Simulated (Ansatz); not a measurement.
# Strain and the gap of SnTe (wurtzite)

Wurtzite SnTe, relaxed with r2SCAN in the plane-wave code Ansatz. The symmetry is P6_3mc (No. 186, hexagonal); a = 5.397 Å, c = 6.488 Å in the conventional setting, 40.91 Å³ an atom. Around Sn lie 5 Te at 3.03–3.46 Å; around Te lie 5 Sn at 3.03–3.46 Å.

The axes x, y and z are those of this cell:
```
CELL_PARAMETERS angstrom
5.39676 0.00000 0.00000
-2.69838 4.67373 0.00000
0.00000 0.00000 6.48780
ATOMIC_POSITIONS crystal
Sn 0.33333 0.66667 0.95402
Sn 0.66667 0.33333 0.45402
Te 0.33333 0.66667 0.42098
Te 0.66667 0.33333 0.92098
```

Unstrained: PBE gives an indirect gap of 0.599 eV, from H to Γ–K (0.28 of the way from Γ); the least direct gap is 0.733 eV at H. r2SCAN gives an indirect gap of 0.617 eV, from H to Γ–K (0.28 of the way from Γ); the least direct gap is 0.848 eV at H. Meshes: PBE 6×6×4, r2SCAN 6×6×4. Strains are changes of length per length. After each strain the atoms were relaxed again with r2SCAN within the symmetry that the strain leaves, so tilts or polar shifts that break it weren't tested; points keep the names that they have in the unstrained zone. Values at 0 K without nuclear motion; spin polarisation is off, and the phase may be a hypothetical one.

Changes of the least gap in eV (an overlap counts as a negative gap):
```csv
strain,volume change (%),space group,PBE,r2SCAN,"energy rise, r2SCAN (meV/atom)"
"epitaxial -1.5 % in the xy plane, free normal strain -0.01 %",-3.0,P6_3mc,-0.091,-0.103,5.4
isotropic +1.0 % on every length,+3.0,P6_3mc,+0.125,+0.134,2.7
uniaxial -1.0 % along z,-1.0,P6_3mc,-0.076,-0.077,0.7
```

Epitaxial -1.5 % in the xy plane, free normal strain -0.01 %. r2SCAN: the gap goes from 0.617 to 0.514 eV (-0.103 eV). Stress change with r2SCAN, compression positive: xx +1.46, yy +1.46, zz -0.03 GPa.

Isotropic +1.0 % on every length. r2SCAN: the gap goes from 0.617 to 0.751 eV (+0.134 eV); the edges go from H → Γ–K (0.28) to H → Γ–K (0.27). Stress change with r2SCAN, compression positive: xx -0.80, yy -0.80, zz -0.47 GPa.

Uniaxial -1.0 % along z, other directions held. r2SCAN: the gap goes from 0.617 to 0.540 eV (-0.077 eV). Stress change with r2SCAN, compression positive: xx -0.02, yy -0.02, zz +0.59 GPa.

No spin-orbit coupling is included; it can move band edges with weight on the heavy atoms by tenths of an eV.

Where an edge lies off the special points, it is a point of the mesh or the k point where a search put PBE's edge or least direct gap, reused for the other functionals, whose own edges may lie a little apart.
